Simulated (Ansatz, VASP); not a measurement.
# AlN in two plane-wave programs, part 2 of 3

Wanted: the spread between two codes on one cell, functional and k mesh. The cell is taken from a series of runs on this material, whose earlier steps may have relaxed, scaled, displaced or heated it; both programs get it as it stands.

VASP 6.6.1 and Ansatz 0.2.0.

So far: The structure; Ansatz: zone-centre phonons, LDA, pair 1.

## Step 3: VASP: zone-centre phonons, LDA, pair 1

Level of this step: LDA; plane waves and PAW (N, Al) (VASP).

The same cell, functional (in two slightly different forms) and mesh now go to VASP, with its own data sets.

Lines of VASP's logs that name or quote its potential files are left out, and so is its time.

The input, INCAR:

```
SYSTEM = AlN
PREC = Accurate
ENCUT = 600
EDIFF = 1E-08
NELM = 120
ISMEAR = 0
SIGMA = 0.01
LREAL = .FALSE.
ALGO = Normal
GGA = PW92
NBANDS = 10
LORBIT = 11
LWAVE = .FALSE.
LCHARG = .FALSE.
ISIF = 2
IBRION = 8
LEPSILON = .TRUE.
LASPH = .TRUE.
GGA_COMPAT = .FALSE.
EFERMI = MIDGAP
KPAR = 2
```

The input, POSCAR:

```
AlN
1.0
    0.0000000000      2.2361759036      2.0930082890
    2.2361759036      0.0000000000      2.0930082890
    2.2361759036      2.2361759036      0.0000000000
N Al
1 1
Direct
    0.2500000000      0.2500000000      0.2500000000
    0.0000000000      0.0000000000      0.0000000000
```

The input, KPOINTS:

```
Automatic mesh
0
Gamma
12 12 12
0 0 0
```

PAW data sets: N and Al (LDA family, release 64).

Run with:

```
$ mpirun -np 2 vasp_std
```

Numbers of over 12 decimals in the logs are rounded to 6 here.

The log of the run:

```text
[banner, memory and clock lines left out]
running    2 mpi-ranks, on    1 nodes
 distrk:  each k-point on    1 cores,    2 groups
 distr:  one band on    1 cores,    1 groups

 POSCAR found type information on POSCAR N Al
 POSCAR found :  2 types and       2 ions
|                                                                             |
|               ----> ADVICE to this user running VASP <----                  |
|                                                                             |
|     You enforced a specific xc type in the INCAR file but a different       |
|     [... a line on the potential file left out ...]
|     I HOPE YOU KNOW WHAT YOU ARE DOING!                                     |
|                                                                             |

 LDA part: xc-table for (Slater(with rela. corr.)+PW92), standard interpolation
 POSCAR, INCAR and KPOINTS ok, starting setup
 FFT: planning ... GRIDC
 FFT: planning ... GRID_SOFT
 FFT: planning ... GRID
 WAVECAR not read
 entering main loop
       N       E                     dE             d eps       ncg     rms          rms(c)
DAV:   1     0.119187786361E+02    0.11919E+02   -0.43456E+03  3324   0.761E+02
DAV:   2    -0.179436450682E+02   -0.29862E+02   -0.28658E+02  3904   0.139E+02
DAV:   3    -0.188777490437E+02   -0.93410E+00   -0.93283E+00  3802   0.239E+01
DAV:   4    -0.188818039487E+02   -0.40549E-02   -0.40547E-02  3704   0.190E+00
DAV:   5    -0.188818391191E+02   -0.35170E-04   -0.35170E-04  3702   0.168E-01    0.863E+00
DAV:   6    -0.164314399151E+02    0.24504E+01   -0.13270E+01  3444   0.192E+01    0.296E+00
DAV:   7    -0.163874527798E+02    0.43987E-01   -0.91844E-02  3600   0.274E+00    0.191E+00
DAV:   8    -0.163586226265E+02    0.28830E-01   -0.30636E-02  3490   0.170E+00    0.371E-01
DAV:   9    -0.163582232441E+02    0.39938E-03   -0.14263E-03  3672   0.254E-01    0.180E-01
DAV:  10    -0.163582425292E+02   -0.19285E-04   -0.71827E-05  3526   0.655E-02    0.413E-02
DAV:  11    -0.163582409208E+02    0.16084E-05   -0.13943E-06  3654   0.973E-03    0.885E-03
DAV:  12    -0.163582409099E+02    0.10894E-07   -0.41509E-08  3744   0.173E-03    0.125E-03
DAV:  13    -0.163582409048E+02    0.50819E-08   -0.20648E-08  2310   0.956E-04
   1 F= -.16358241E+02 E0= -.16358241E+02  d E =0.000000E+00
 Linear response reoptimize wavefunctions to high precision
DAV:   1    -0.163582409048E+02   -0.42235E-10   -0.34007E-10  2216   0.195E-04
 Linear response G [H, r] |phi>, progress :
  Direction:   1
       N       E                     dE             d eps       ncg     rms
RMM:   1    -0.334335154962E+02   -0.33434E+02    0.13213E+01  7951   0.486E+01
RMM:   2    -0.300749853160E+02    0.33585E+01   -0.11145E+00  5215   0.876E+00
RMM:   3    -0.300917848904E+02   -0.16800E-01   -0.14570E-03  5297   0.801E-01
RMM:   4    -0.300927060768E+02   -0.92119E-03   -0.52879E-04  5545   0.975E-02
RMM:   5    -0.300927541894E+02   -0.48113E-04   -0.86187E-04  5675   0.142E-02
RMM:   6    -0.300927584271E+02   -0.42376E-05   -0.90151E-04  5857   0.276E-03
RMM:   7    -0.300927593330E+02   -0.90597E-06   -0.91117E-04  5782   0.117E-03
RMM:   8    -0.300927218139E+02    0.37519E-04   -0.53497E-04  4660   0.931E-04
RMM:   9    -0.300927334466E+02   -0.11633E-04   -0.66334E-04  4084   0.911E-04
RMM:  10    -0.300926779597E+02    0.55487E-04   -0.16710E-04  3780   0.909E-04
RMM:  11    -0.300926721378E+02    0.58220E-05   -0.15055E-04  3256   0.908E-04
 Linear response G [H, r] |phi>, progress :
  Direction:   2
       N       E                     dE             d eps       ncg     rms
RMM:   1    -0.299682976601E+02   -0.29968E+02    0.36717E+01  7887   0.476E+01
RMM:   2    -0.280390545755E+02    0.19292E+01   -0.10190E+00  5203   0.835E+00
RMM:   3    -0.280546626332E+02   -0.15608E-01   -0.16960E-04  5294   0.759E-01
RMM:   4    -0.280555348613E+02   -0.87223E-03    0.39419E-04  5568   0.927E-02
RMM:   5    -0.280555844875E+02   -0.49626E-04    0.33505E-05  5668   0.134E-02
RMM:   6    -0.280555880502E+02   -0.35627E-05    0.54053E-07  5852   0.267E-03
RMM:   7    -0.280555888897E+02   -0.83944E-06   -0.76921E-06  5703   0.114E-03
RMM:   8    -0.280555889678E+02   -0.78087E-07   -0.80382E-06  4622   0.917E-04
RMM:   9    -0.280555889969E+02   -0.29178E-07   -0.89431E-06  4014   0.898E-04
RMM:  10    -0.280555890043E+02   -0.73228E-08   -0.58602E-06  3805   0.895E-04
RMM:  11    -0.280555889706E+02    0.33686E-07    0.59308E-06  3283   0.894E-04
 Linear response G [H, r] |phi>, progress :
  Direction:   3
       N       E                     dE             d eps       ncg     rms
RMM:   1    -0.318642366791E+02   -0.31864E+02    0.24801E+01  7716   0.485E+01
RMM:   2    -0.290862581155E+02    0.27780E+01   -0.11693E+00  5168   0.852E+00
RMM:   3    -0.290921885036E+02   -0.59304E-02   -0.91038E-03  5266   0.770E-01
[...]
Direction:   2
       N       E                     dE             d eps       ncg     rms          rms(c)
RMM:   1    -0.191897259379E+00   -0.19190E+00   -0.65167E-01  7451   0.202E+00
RMM:   2    -0.195822874766E+00   -0.39256E-02   -0.14263E-03  5256   0.240E-01
RMM:   3    -0.195835084068E+00   -0.12209E-04   -0.14013E-05  5323   0.229E-02
RMM:   4    -0.195835240873E+00   -0.15680E-06   -0.20421E-07  5496   0.269E-03
[...]
RMM:   9    -0.221277807064E+00    0.90948E-07   -0.26899E-08 12402   0.743E-05    0.431E-06
 change of polarisation eV/A/(eV/A) component  2 :     0.041     0.413     0.005
 dielectric tensor                  component  2 :     0.355     4.573     0.043
 Linear response to external field, progress :
  Direction:   3
       N       E                     dE             d eps       ncg     rms          rms(c)
RMM:   1    -0.218520963150E+00   -0.21852E+00   -0.80677E-01 12593   0.212E+00
RMM:   2    -0.223520031725E+00   -0.49991E-02   -0.16966E-03  8977   0.257E-01    0.689E-01
RMM:   3    -0.216965279283E+00    0.65548E-02   -0.32284E-03  8773   0.368E-01    0.405E-01
RMM:   4    -0.224221587617E+00   -0.72563E-02   -0.45825E-03  8851   0.454E-01    0.500E-02
RMM:   5    -0.225348602780E+00   -0.11270E-02   -0.75525E-05  9248   0.704E-02    0.942E-03
RMM:   6    -0.225465664811E+00   -0.11706E-03   -0.54895E-07  9491   0.622E-03    0.388E-03
RMM:   7    -0.225499928384E+00   -0.34264E-04   -0.78957E-08  9497   0.209E-03    0.247E-04
RMM:   8    -0.225502103235E+00   -0.21749E-05   -0.87070E-09  9305   0.192E-04    0.984E-05
RMM:   9    -0.225501896547E+00    0.20669E-06   -0.10320E-08  7181   0.811E-05    0.456E-06
 change of polarisation eV/A/(eV/A) component  3 :     0.096     0.023     0.421
 dielectric tensor                  component  3 :     0.832     0.199     4.642
 Linear response DOF=           4
 Linear response progress:
  Degree of freedom:   1/  4
       N       E                     dE             d eps       ncg     rms          rms(c)
RMM:   1    -0.231818771430E+00   -0.23182E+00    0.20284E-01 18331   0.326E+00
RMM:   2    -0.231753190121E+00    0.65581E-04   -0.20679E-03 14804   0.392E-01    0.177E-01
RMM:   3    -0.232571203157E+00   -0.81801E-03   -0.67537E-04 14009   0.176E-01    0.884E-02
RMM:   4    -0.234343026518E+00   -0.17718E-02   -0.61269E-04 14247   0.162E-01    0.211E-02
RMM:   5    -0.234347045715E+00   -0.40192E-05   -0.16965E-05 15916   0.310E-02    0.197E-03
RMM:   6    -0.234363104783E+00   -0.16059E-04   -0.26284E-07 16311   0.290E-03    0.890E-04
RMM:   7    -0.234362969819E+00    0.13496E-06   -0.13673E-07 16163   0.688E-04    0.555E-05
RMM:   8    -0.234361990138E+00    0.97968E-06   -0.12888E-07 16463   0.152E-04    0.270E-05
RMM:   9    -0.234361986483E+00    0.36554E-08   -0.13105E-07 16921   0.936E-05    0.231E-06
RMM:  10    -0.234362012565E+00   -0.26082E-07   -0.12991E-07 16510   0.744E-05    0.108E-06
RMM:  11    -0.234362011842E+00    0.72217E-09   -0.76337E-08 14003   0.730E-05    0.944E-08
 first order change of Fermi-energy   0.72822E-04
 force on displaced ion       1 direction 1 : -14.514  -0.000   0.000
 Born effective charge ion    1 direction 1 :  -2.555   0.000   0.000
 Linear response progress:
  Degree of freedom:   2/  4
       N       E                     dE             d eps       ncg     rms          rms(c)
RMM:   1    -0.231593112836E+00   -0.23159E+00    0.18664E-01 10635   0.324E+00
RMM:   2    -0.231558015702E+00    0.35097E-04   -0.20051E-03  8768   0.381E-01    0.173E-01
RMM:   3    -0.232418675034E+00   -0.86066E-03   -0.62573E-04  8294   0.170E-01    0.863E-02
RMM:   4    -0.234171168571E+00   -0.17525E-02   -0.56502E-04  8276   0.156E-01    0.214E-02
RMM:   5    -0.234186144551E+00   -0.14976E-04   -0.15001E-05  9319   0.297E-02    0.212E-03
RMM:   6    -0.234201502843E+00   -0.15358E-04   -0.16601E-07  9528   0.285E-03    0.898E-04
RMM:   7    -0.234201788069E+00   -0.28523E-06   -0.52799E-08  9455   0.699E-04    0.560E-05
RMM:   8    -0.234200609428E+00    0.11786E-05   -0.46970E-08  9592   0.162E-04    0.232E-05
RMM:   9    -0.234200585352E+00    0.24077E-07   -0.46879E-08  9917   0.911E-05    0.251E-06
RMM:  10    -0.234200616180E+00   -0.30829E-07   -0.50675E-08  9738   0.727E-05    0.974E-07
RMM:  11    -0.234200614414E+00    0.17663E-08   -0.81187E-08  8096   0.711E-05    0.760E-08
 first order change of Fermi-energy   0.78200E-03
 force on displaced ion       1 direction 3 :   0.000   0.000 -13.178
 Born effective charge ion    1 direction 3 :   0.000   0.000  -2.520
 Linear response progress:
  Degree of freedom:   3/  4
       N       E                     dE             d eps       ncg     rms          rms(c)
RMM:   1    -0.608346873131E-02   -0.60835E-02   -0.32908E-03 22830   0.700E-01
RMM:   2    -0.545538689984E-02    0.62808E-03   -0.24480E-04 14684   0.120E-01    0.884E-02
RMM:   3    -0.535595129216E-02    0.99436E-04   -0.58438E-05 15383   0.503E-02    0.477E-02
RMM:   4    -0.536900549795E-02   -0.13054E-04   -0.46370E-05 15314   0.471E-02    0.778E-03
RMM:   5    -0.536860747322E-02    0.39802E-06   -0.93344E-07 15619   0.703E-03    0.720E-04
RMM:   6    -0.536767944984E-02    0.92802E-06   -0.77397E-08 15782   0.611E-04    0.320E-04
RMM:   7    -0.536673443415E-02    0.94502E-06   -0.63886E-08 15891   0.383E-04    0.268E-05
RMM:   8    -0.536674888999E-02   -0.14456E-07   -0.61631E-08 16259   0.460E-05    0.101E-05
RMM:   9    -0.536674176061E-02    0.71294E-08   -0.60692E-08 16748   0.200E-05    0.752E-07
 first order change of Fermi-energy   0.11934E-04
 force on displaced ion       2 direction 1 : -14.513  -0.000  -0.000
 Born effective charge ion    2 direction 1 :   2.555   0.000   0.000
 Linear response progress:
  Degree of freedom:   4/  4
       N       E                     dE             d eps       ncg     rms          rms(c)
RMM:   1    -0.566859558383E-02   -0.56686E-02   -0.50259E-03 12929   0.647E-01
RMM:   2    -0.513098846267E-02    0.53761E-03   -0.21143E-04  8580   0.113E-01    0.837E-02
RMM:   3    -0.503565022694E-02    0.95338E-04   -0.41756E-05  8988   0.453E-02    0.458E-02
RMM:   4    -0.503546888739E-02    0.18134E-06   -0.36039E-05  8901   0.432E-02    0.729E-03
RMM:   5    -0.503270192389E-02    0.27670E-05   -0.75094E-07  9119   0.681E-03    0.732E-04
RMM:   6    -0.503151113606E-02    0.11908E-05   -0.66053E-09  9151   0.623E-04    0.334E-04
RMM:   7    -0.503051084459E-02    0.10003E-05   -0.33637E-09  9254   0.394E-04    0.274E-05
RMM:   8    -0.503052300638E-02   -0.12162E-07   -0.28879E-10  9409   0.422E-05    0.106E-05
RMM:   9    -0.503052042015E-02    0.25862E-08   -0.34444E-10  9786   0.156E-05    0.708E-07
 first order change of Fermi-energy   0.12353E-03
 force on displaced ion       2 direction 3 :  -0.000  -0.000 -13.175
 Born effective charge ion    2 direction 3 :   0.000   0.000   2.520
 Born effective charges drift removed
 Linear response finished
```

OUTCAR, selected parts (step 3):

```text
ion  position               nearest neighbor table
   1  0.250  0.250  0.250-   2 1.90   2 1.90   2 1.90   2 1.90
   2  0.000  0.000  0.000-   1 1.90   1 1.90   1 1.90   1 1.90

  LATTYP: Found a body centered tetragonal cell.
 ALAT       =     3.1624302907
 C/A-ratio  =     1.3236707827

 Subroutine GETGRP returns: Found  8 space group operations
 (whereof  8 operations were pure point group operations)

The static configuration has the point symmetry D_2d.

 Found    163 irreducible k-points:

   k-points           NKPTS =    163   k-points in BZ     NKDIM =    163   number of bands    NBANDS=     10

   dimension x,y,z NGX =    24 NGY =   24 NGZ =   28
   dimension x,y,z NGXF=    48 NGYF=   48 NGZF=   56

   ENCUT  =  600.0 eV  44.10 Ry    6.64 a.u.   6.12  6.12  6.32*2*pi/ulx,y,z

   NELECT =       8.0000    total number of electrons

 k-points in reciprocal lattice and weights: Automatic mesh
   0.00000000  0.00000000  0.00000000       0.001
   0.08333333  0.00000000  0.00000000       0.005
   0.16666667  0.00000000  0.00000000       0.005
   0.25000000  0.00000000  0.00000000       0.005
   0.33333333  0.00000000  0.00000000       0.005
   0.41666667  0.00000000  0.00000000       0.005
   0.50000000  0.00000000  0.00000000       0.002
   0.08333333  0.08333333  0.00000000       0.001
   0.16666667  0.08333333  0.00000000       0.005
[...]
-0.33333333  0.16666667  0.50000000       0.002
  -0.25000000  0.25000000  0.50000000       0.001

 average (electrostatic) potential at core
       1 -59.9510       2 -69.9974

  Total       -0.9193427     -0.9193427      0.0361788      0.0000000      0.0000000      0.0000000
  in kB      -70.3679906    -70.3679906      2.7691864      0.0000000      0.0000000      0.0000000
  external PRESSURE =     -45.9889316 kB  Pullay stress =       0.0000000 kB

  energy-cutoff  :      600.00
  volume of cell :       20.93
      direct lattice vectors                 reciprocal lattice vectors
     0.000000000  2.236175904  2.093008289    -0.223596006  0.223596006  0.238890597
     2.236175904  0.000000000  2.093008289     0.223596006 -0.223596006  0.238890597
     2.236175904  2.236175904  0.000000000     0.223596006  0.223596006 -0.238890597

 POSITION                                       TOTAL-FORCE (eV/Angst)
 -----------------------------------------------------------------------------------
      1.11809      1.11809      1.04650         0.000000      0.000000      0.000000
      0.00000      0.00000      0.00000        -0.000000     -0.000000     -0.000000
 -----------------------------------------------------------------------------------
    total drift:                                0.000001      0.000001     -0.000000

 MACROSCOPIC STATIC DIELECTRIC TENSOR (including local field effects in DFT)
 ------------------------------------------------------
           4.572709     0.000000     0.000000
          -0.000000     4.572709     0.000000
           0.000000    -0.000000     4.641909
 ------------------------------------------------------

 PIEZOELECTRIC TENSOR (including local field effects)  for field in x, y, z        (C/m^2)
          XX          YY          ZZ          XY          YZ          ZX
  --------------------------------------------------------------------------------
  x     0.00000     0.00000     0.00000     0.00000    -0.61129     0.00000
  y     0.00000     0.00000     0.00000     0.00000     0.00000    -0.61129
  z     0.00000     0.00000     0.00000    -0.61191     0.00000     0.00000

 BORN EFFECTIVE CHARGES (including local field effects) (in |e|, cummulative output)
 ---------------------------------------------------------------------------------
 ion    1
    1    -2.55524     0.00000     0.00000
    2    -0.00000    -2.55524    -0.00000
    3     0.00000     0.00000    -2.52025
 ion    2
    1     2.55524    -0.00000    -0.00000
    2     0.00000     2.55524     0.00000
    3     0.00000     0.00000     2.52025

 Eigenvectors and eigenvalues of the dynamical matrix
 ----------------------------------------------------

   1 f  =   19.616846 THz   123.256276 2PiTHz  654.347534 cm-1    81.128718 meV
             X         Y         Z           dx          dy          dz
      1.118088  1.118088  1.046504    -0.811407   -0.000000    0.000000
      0.000000  0.000000  0.000000     0.584481    0.000000    0.000000

   2 f  =   19.616846 THz   123.256276 2PiTHz  654.347534 cm-1    81.128718 meV
             X         Y         Z           dx          dy          dz
      1.118088  1.118088  1.046504     0.000000    0.811407    0.000000
      0.000000  0.000000  0.000000     0.000000   -0.584481    0.000000

   3 f  =   18.691547 THz   117.442456 2PiTHz  623.482908 cm-1    77.301994 meV
             X         Y         Z           dx          dy          dz
      1.118088  1.118088  1.046504     0.000000   -0.000000    0.811418
      0.000000  0.000000  0.000000    -0.000000   -0.000000   -0.584466

   4 f/i=    0.000402 THz     0.002524 2PiTHz    0.013401 cm-1     0.001662 meV
             X         Y         Z           dx          dy          dz
      1.118088  1.118088  1.046504    -0.584481    0.000000    0.000000
      0.000000  0.000000  0.000000    -0.811407    0.000000    0.000000

   5 f/i=    0.000402 THz     0.002524 2PiTHz    0.013401 cm-1     0.001662 meV
             X         Y         Z           dx          dy          dz
      1.118088  1.118088  1.046504     0.000000    0.584481   -0.000000
      0.000000  0.000000  0.000000     0.000000    0.811407   -0.000000

   6 f/i=    0.000730 THz     0.004586 2PiTHz    0.024348 cm-1     0.003019 meV
             X         Y         Z           dx          dy          dz
      1.118088  1.118088  1.046504     0.000000    0.000000    0.584466
      0.000000  0.000000  0.000000     0.000000    0.000000    0.811418

 MACROSCOPIC STATIC DIELECTRIC TENSOR IONIC CONTRIBUTION
 ------------------------------------------------------
           3.889044    -0.000000     0.000000
          -0.000000     3.889044    -0.000000
           0.000000    -0.000000     4.167133
 ------------------------------------------------------

 ELASTIC MODULI CONTR FROM IONIC RELAXATION (kBar)
 Direction    XX          YY          ZZ          XY          YZ          ZX
 --------------------------------------------------------------------------------
 XX           0.0000      0.0000      0.0000      0.0000      0.0000      0.0000
 YY           0.0000      0.0000      0.0000      0.0000      0.0000      0.0000
 ZZ           0.0000      0.0000      0.0000      0.0000      0.0000      0.0000
 XY           0.0000      0.0000      0.0000   -389.9757     -0.0000      0.0000
 YZ           0.0000      0.0000      0.0000     -0.0000   -332.0693      0.0000
 ZX           0.0000      0.0000      0.0000      0.0000      0.0000   -327.5799
 --------------------------------------------------------------------------------

 PIEZOELECTRIC TENSOR IONIC CONTR  for field in x, y, z        (C/m^2)
          XX          YY          ZZ          XY          YZ          ZX
  --------------------------------------------------------------------------------
  x     0.00000     0.00000     0.00000     0.00000     1.06932    -0.00000
  y     0.00000     0.00000     0.00000    -0.00000    -0.00000     1.06207
  z     0.00000     0.00000     0.00000     1.19953     0.00000    -0.00000
```

## Step 4: Side by side

Known differences besides the potentials themselves: fixed occupations in Ansatz, narrow Gaussian smearing in VASP; the cutoff is 420 eV in Ansatz and 600 eV in VASP; VASP's log shows a relativistic correction to its local exchange, Ansatz's none. Total energies have different zeros and are not compared.

Both answers:

```tsv
quantity	Ansatz	VASP	difference
ε∞ xx	4.58	4.57	+0.13 %
ε∞ yy	4.58	4.57	+0.13 %
ε∞ zz	4.65	4.64	+0.08 %
Born charge of N1 (mean of the diagonal) (e)	-2.56	-2.54	-0.01
Born charge of Al2 (mean of the diagonal) (e)	2.56	2.54	+0.01
optical mode 1 (cm⁻¹)	618.8	623.5	-0.75 %
optical mode 2 to 3 (cm⁻¹)	649.3	654.3	-0.78 %
```

Modes are paired by rising frequency, not by their patterns, so a pair may set unlike modes beside each other; they are those without the splitting of longitudinal modes.

(Part 2 of 3 ends here.)

[Lines on the potential files, build, host, timing and source positions are cut from VASP's logs without a mark.]

[Logs are printed without paths, hosts, clocks, repeated set-up lines and the standing remarks that a program may print on its own settings, such as how far it seeks lower states.]

[Hosts, paths, dates, database ids (printed as entryN), source tags and the programs' standing remarks are cut or masked in the printed files.]
